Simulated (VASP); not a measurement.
# Ge (P6_3/mmc) in VASP: single point with r2SCAN

Aim: the single point of Ge with r2SCAN.

Everything below comes from runs of VASP 6.6.1. Logs are shortened: lines on timing, memory, paths and dates and some standing lists are left out, and cuts for length are marked.

## 1. The structure

It takes space group P6_3/mmc (No. 194, hexagonal). The conventional cell has a = 4.003 Å, b = 4.003 Å, c = 13.157 Å, α = 90.00°, β = 90.00°, γ = 120.00°. Around Ge (site symmetry 3m) lie 4 Ge at 2.45 Å. Ge (site symmetry 3m) has 4 Ge at 2.45 to 2.47 Å as nearest neighbours.

This isn't the form of Ge at room conditions, which is diamond.

## 2. Single point, r2SCAN

The input, POSCAR:

```
Ge
1.0
    4.0031158814      0.0000000000      0.0000000000
   -2.0015579407      3.4668000476      0.0000000000
    0.0000000000      0.0000000000     13.1567068600
Ge
8
Direct
    0.0000000000      0.0000000000      0.4068511600
    0.0000000000      0.0000000000      0.5931488400
    0.0000000000      0.0000000000      0.9068511600
    0.0000000000      0.0000000000      0.0931488400
    0.3333333300      0.6666666700      0.3440584300
    0.6666666700      0.3333333300      0.6559415700
    0.6666666700      0.3333333300      0.8440584300
    0.3333333300      0.6666666700      0.1559415700
```

The input, INCAR.step1:

```
PREC     = Accurate       # precision mode
ENCUT    = 520            # plane-wave cutoff, eV
ISMEAR   = 0              # smearing method
SIGMA    = 0.1            # smearing width, eV
LREAL    = False          # projectors in reciprocal space
LASPH    = True           # aspherical terms in the spheres
NELM     = 100            # most SCF steps
NBANDS   = 66             # bands
GGA      = PE             # functional
ALGO     = Normal         # electronic algorithm
EDIFF    = 1E-4           # SCF threshold, eV
LWAVE    = True           # write WAVECAR
LCHARG   = False          # write CHGCAR
```

The input, INCAR.step2:

```
PREC     = Accurate       # precision mode
ENCUT    = 520            # plane-wave cutoff, eV
EDIFF    = 1E-6           # SCF threshold, eV
ISMEAR   = 0              # smearing method
SIGMA    = 0.1            # smearing width, eV
LREAL    = False          # projectors in reciprocal space
LASPH    = True           # aspherical terms in the spheres
NELM     = 100            # most SCF steps
ALGO     = Normal         # electronic algorithm
ISIF     = 2              # what is computed and relaxed
LWAVE    = False          # write WAVECAR
LCHARG   = False          # write CHGCAR
METAGGA  = R2SCAN         # meta-GGA
LMIXTAU  = True         
NBANDS   = 66             # bands
ISTART   = 1
```

The input, KPOINTS:

```
Automatic mesh
0
Gamma
  6 6 2
```

Potentials or basis: VASP PAW PBE potentials, release 64 (Ge_d).

Command:

```
$ cat potpaw_PBE.64/Ge_d/POTCAR > POTCAR
$ cp INCAR.step1 INCAR
$ mpirun -np 1 vasp_std > vasp.out
$ cp INCAR.step2 INCAR
$ mpirun -np 1 vasp_std > vasp.out
```

OUTCAR:

```text
PREC = Accurate
   ENCUT = 520
   EDIFF = 1E-6
   ISMEAR = 0
   LREAL = False
   LASPH = True
   NELM = 100
   ISIF = 2
   METAGGA = R2SCAN
   ISTART = 1

 ion  position               nearest neighbor table
   1  0.000  0.000  0.407-   2 2.45   5 2.45   5 2.45   5 2.45
   2  0.000  0.000  0.593-   1 2.45   6 2.45   6 2.45   6 2.45
   3  0.000  0.000  0.907-   4 2.45   7 2.45   7 2.45   7 2.45
   4  0.000  0.000  0.093-   3 2.45   8 2.45   8 2.45   8 2.45
   5  0.333  0.667  0.344-   1 2.45   1 2.45   1 2.45   8 2.47
   6  0.667  0.333  0.656-   2 2.45   2 2.45   2 2.45   7 2.47
   7  0.667  0.333  0.844-   3 2.45   3 2.45   3 2.45   6 2.47
   8  0.333  0.667  0.156-   4 2.45   4 2.45   4 2.45   5 2.47

  LATTYP: Found a hexagonal cell.
 ALAT       =     4.0031158814
 C/A-ratio  =     3.2866165382

  Lattice vectors:

 A1 = (   4.0031158814,   0.0000000000,   0.0000000000)
 A2 = (  -2.0015579407,   3.4668000476,   0.0000000000)
 A3 = (   0.0000000000,   0.0000000000,  13.1567068600)

Analysis of symmetry for initial positions (statically):
=====================================================================
 Subroutine PRICEL returns:
 Original cell was already a primitive cell.

 Routine SETGRP: Setting up the symmetry group for a
 hexagonal supercell.

 Subroutine GETGRP returns: Found 24 space group operations
 (whereof 12 operations were pure point group operations)
 out of a pool of 24 trial point group operations.

The static configuration has the point symmetry D_3d.
 The point group associated with its full space group is D_6h.

Analysis of symmetry for dynamics (positions and initial velocities):
=====================================================================
 Subroutine PRICEL returns:
 Original cell was already a primitive cell.

 Routine SETGRP: Setting up the symmetry group for a
 hexagonal supercell.

 Subroutine GETGRP returns: Found 24 space group operations
 (whereof 12 operations were pure point group operations)
 out of a pool of 24 trial point group operations.

The dynamic configuration has the point symmetry D_3d.
 The point group associated with its full space group is D_6h.

 Subroutine INISYM returns: Found 24 space group operations
 (whereof 12 operations are pure point group operations),
 and found     1 'primitive' translations

----------------------------------------------------------------------------------------

                                     Primitive cell

  volume of cell :     182.5888

  direct lattice vectors                    reciprocal lattice vectors
     4.003115881  0.000000000  0.000000000     0.249805409  0.144225220  0.000000000
    -2.001557941  3.466800048  0.000000000     0.000000000  0.288450440  0.000000000
     0.000000000  0.000000000 13.156706860     0.000000000  0.000000000  0.076006862

  length of vectors
     4.003115881  4.003115881 13.156706860     0.288450440  0.288450440  0.076006862

  position of ions in fractional coordinates (direct lattice)
     0.000000000  0.000000000  0.406851160
     0.000000000  0.000000000  0.593148840
     0.000000000  0.000000000  0.906851160
     0.000000000  0.000000000  0.093148840
     0.333333330  0.666666670  0.344058430
     0.666666670  0.333333330  0.655941570
     0.666666670  0.333333330  0.844058430
     0.333333330  0.666666670  0.155941570

  ion indices of the primitive-cell ions
   primitive index   ion index
                 1           1
                 2           2
                 3           3
                 4           4
                 5           5
                 6           6
                 7           7
                 8           8

----------------------------------------------------------------------------------------

 KPOINTS: Automatic mesh

Automatic generation of k-mesh.
 Grid dimensions read from file:
 generate k-points for:    6    6    2

 Generating k-lattice:

  Cartesian coordinates                     Fractional coordinates (reciprocal lattice)
     0.041634235  0.024037537  0.000000000     0.166666667  0.000000000  0.000000000
     0.000000000  0.048075073  0.000000000     0.000000000  0.166666667  0.000000000
     0.000000000  0.000000000  0.038003431     0.000000000  0.000000000  0.500000000

  Length of vectors
     0.048075073  0.048075073  0.038003431

  Shift w.r.t. Gamma in fractional coordinates (k-lattice)
     0.000000000  0.000000000  0.000000000

 Subroutine IBZKPT returns following result:
 ===========================================

 Found     14 irreducible k-points:

 Following reciprocal coordinates:
            Coordinates               Weight
  0.000000  0.000000  0.000000      1.000000
  0.166667  0.000000  0.000000      6.000000
  0.333333 -0.000000  0.000000      6.000000
  0.500000 -0.000000  0.000000      3.000000
  0.166667  0.166667  0.000000      6.000000
  0.333333  0.166667  0.000000     12.000000
  0.333333  0.333333  0.000000      2.000000
  0.000000  0.000000  0.500000      1.000000
  0.166667  0.000000  0.500000      6.000000
  0.333333 -0.000000  0.500000      6.000000
  0.500000 -0.000000  0.500000      3.000000
  0.166667  0.166667  0.500000      6.000000
  0.333333  0.166667  0.500000     12.000000
  0.333333  0.333333  0.500000      2.000000
   k-points           NKPTS =     14   k-points in BZ     NKDIM =     14   number of bands    NBANDS=     66
   number of dos      NEDOS =    301   number of ions     NIONS =      8
   total plane-waves  NPLWV =  88200
   dimension x,y,z NGX =    30 NGY =   30 NGZ =   98
   dimension x,y,z NGXF=    60 NGYF=   60 NGZF=  196
   ions per type =               8
   NGX,Y,Z   is equivalent  to a cutoff of  12.46, 12.46, 12.38 a.u.
   NGXF,Y,Z  is equivalent  to a cutoff of  24.92, 24.92, 24.77 a.u.
 SYSTEM =  unknown system
   PREC   = accura    normal or accurate (medium, high low for compatibility)
   ISTART =      1    job   : 0-new  1-cont  2-samecut
   ICHARG =      0    charge: 1-file 2-atom 10-const
   ISPIN  =      1    spin polarized calculation?
   LNONCOLLINEAR =      F non collinear calculations
   LSORBIT =      F    spin-orbit coupling
   LASPH  =      T    aspherical Exc in radial PAW
   ENCUT  =  520.0 eV  38.22 Ry    6.18 a.u.   7.44  7.44 24.46*2*pi/ulx,y,z
   NELM   =    100;   NELMIN=  2; NELMDL=  0     # of ELM steps
   EDIFF  = 0.1E-05   stopping-criterion for ELM
   LREAL  =      F    real-space projection
   EDIFFG = 0.1E-04   stopping-criterion for IOM
   NSW    =      0    number of steps for IOM
   IBRION =     -1    ionic relax: 0-MD 1-quasi-New 2-CG
   NFREE  =      0    steps in history (QN), initial steepest desc. (CG)
   ISIF   =      2    stress and relaxation
   ISYM   =      2    0-nonsym 1-usesym 2-fastsym
   POTIM  = 0.5000    time-step for ionic-motion
   TEBEG  =    0.0;   TEEND  =   0.0 temperature during run
   PSTRESS=    0.0 pullay stress
   NELECT =     112.0000    total number of electrons
   NUPDOWN=      -1.0000    fix difference up-down
   EMIN   =  10.00;   EMAX   =-10.00  energy-range for DOS
   EFERMI =   0.00;   METHOD = LEGACY
   ISMEAR =     0;   SIGMA  =   0.10  broadening in eV -4-tet -1-fermi 0-gaus
   EFERMI_NEDOS =   21; number of points for ismear=-14 and -15
   IALGO  =     38    algorithm
   IMIX   =      4    mixing-type and parameters
     AMIX     =   0.40;   BMIX     =  1.00
     AMIX_MAG =   1.60;   BMIX_MAG =  1.00
  volume/ion in A,a.u.               =      22.82       154.02
  Fermi-wavevector in a.u.,A,eV,Ry     =   1.390986  2.628583 26.325128  1.934842
  Thomas-Fermi vector in A             =   2.514869
   LORBIT       =      0    0 simple, 1 ext, 2 COOP (PROOUT), +10 PAW based schemes
   METAGGA = R2SCAN    functional components
   LHFCALC =     F    Hartree Fock is set to
   AEXX    =    0.0000 exact exchange contribution
   IVDW    =     0    specifies the selected vdW correction
   LEPSILON=     F    determine dielectric tensor
   LRPA    =     F    only Hartree local field effects (RPA)
 non-spin polarized calculation
 Gauss-broadening in eV      SIGMA  =   0.10
  energy-cutoff  :      520.00
  volume of cell :      182.59
 maximum number of plane-waves:      4987
 NGX is ok and might be reduce to    30
   NGX = 15   NGY = 15   NGZ = 49

 number of electron     112.0000142 magnetization

 Free energy of the ion-electron system (eV)
  ---------------------------------------------------
  ext. energy  EPLUGINS =         0.00000000
  ---------------------------------------------------
  free energy    TOTEN  =      -110.83557734 eV

  energy without entropy =     -110.83507701  energy(sigma->0) =     -110.83532718

 E-fermi :   4.9466     XC(G=0): -10.7727

 val. band max:        4.8116899272   @ k =   0.0000   0.0000   0.0000
 cond. band min:       5.0671489019   @ k =   0.0000   0.0000   0.0000
 fundamental gap:      0.2554589747
 Fermi energy:         4.9465673916

 k-point     1 :       0.0000    0.0000    0.0000
  band No.  band energies     occupation
      1     -20.7926      2.00000
      2     -20.7926      2.00000
      3     -20.7832      2.00000
      4     -20.7832      2.00000
      5     -20.7785      2.00000
      6     -20.7784      2.00000
[... 58 lines left out ...]
     65       8.1982      0.00000
     66       8.7445      0.00000

 k-point     2 :       0.1667    0.0000    0.0000
  band No.  band energies     occupation
      1     -20.8087      2.00000
      2     -20.7979      2.00000
      3     -20.7899      2.00000
      4     -20.7891      2.00000
      5     -20.7876      2.00000
      6     -20.7837      2.00000
[... 58 lines left out ...]
     65       9.0786      0.00000
     66       9.3141      0.00000

 k-point     3 :       0.3333   -0.0000    0.0000
  band No.  band energies     occupation
      1     -20.8182      2.00000
      2     -20.8016      2.00000
      3     -20.7974      2.00000
      4     -20.7942      2.00000
      5     -20.7931      2.00000
      6     -20.7900      2.00000
[... 748 lines left out ...]
     65       9.8096      0.00000
     66       9.8096      0.00000

 k-point    14 :       0.3333    0.3333    0.5000
  band No.  band energies     occupation
      1     -20.8170      2.00000
      2     -20.8170      2.00000
      3     -20.8088      2.00000
      4     -20.8088      2.00000
      5     -20.8085      2.00000
      6     -20.8085      2.00000
[... 58 lines left out ...]
     65      10.7244      0.00000
     66      10.7244      0.00000

------------------------ aborting loop because EDIFF is reached ----------------------------------------

  FORCE on cell =-STRESS in cart. coord.  units (eV):
  Direction    XX          YY          ZZ          XY          YZ          ZX
  --------------------------------------------------------------------------------------
  -------------------------------------------------------------------------------------
  Total        0.3254608      0.3254608     -0.0442172      0.0000000      0.0000000      0.0000000
  in kB        2.8558485      2.8558485     -0.3879961      0.0000000      0.0000000      0.0000000
  external PRESSURE =       1.7745670 kB  Pullay stress =       0.0000000 kB

 VOLUME and BASIS-vectors are now :
 -----------------------------------------------------------------------------
  energy-cutoff  :      520.00
  volume of cell :      182.59
      direct lattice vectors                 reciprocal lattice vectors
     4.003115881  0.000000000  0.000000000     0.249805409  0.144225220  0.000000000
    -2.001557941  3.466800048  0.000000000     0.000000000  0.288450440  0.000000000
     0.000000000  0.000000000 13.156706860     0.000000000  0.000000000  0.076006862

 POSITION                                       TOTAL-FORCE (eV/Angst)
 -----------------------------------------------------------------------------------
      0.00000      0.00000      5.35282        -0.000000      0.000000     -0.021144
      0.00000      0.00000      7.80389         0.000000     -0.000000      0.021144
      0.00000      0.00000     11.93117         0.000000     -0.000000     -0.021144
      0.00000      0.00000      1.22553        -0.000000      0.000000      0.021144
     -0.00000      2.31120      4.52668         0.000000     -0.000000      0.021594
      2.00156      1.15560      8.63003        -0.000000      0.000000     -0.021594
      2.00156      1.15560     11.10503        -0.000000      0.000000      0.021594
     -0.00000      2.31120      2.05168         0.000000     -0.000000     -0.021594
 -----------------------------------------------------------------------------------
    total drift:                                0.000000      0.000000      0.000000

  FREE ENERGIE OF THE ION-ELECTRON SYSTEM (eV)
  ---------------------------------------------------
  free  energy   TOTEN  =      -110.8355773398 eV

  energy  without entropy=     -110.8350770123  energy(sigma->0) =     -110.83532718
```

Wall time 12 min (1 thread of Intel Xeon Platinum 8259CL at 2.50GHz (Skylake/Cascade Lake), shared host); peak memory 0.37 GiB.

Results:

* Free energy: -110.8356 eV
* Pressure: 0.2 GPa
* Largest force: 0.022 eV/Å
* Band gap on the k mesh: 0.26 eV, direct

Forces in eV/Å, atoms in the order of the input:
```
Ge   0.000  0.000 -0.021
Ge   0.000  0.000  0.021
Ge   0.000  0.000 -0.021
Ge   0.000  0.000  0.021
Ge   0.000  0.000  0.022
Ge   0.000  0.000 -0.022
Ge   0.000  0.000  0.022
Ge   0.000  0.000 -0.022
```

Stress tensor (GPa, compression positive):
```
 0.29  0.00  0.00
 0.00  0.29  0.00
 0.00  0.00 -0.04
```

Caveat: the PAW data sets were made with another functional, which shifts forces and pressure a little.
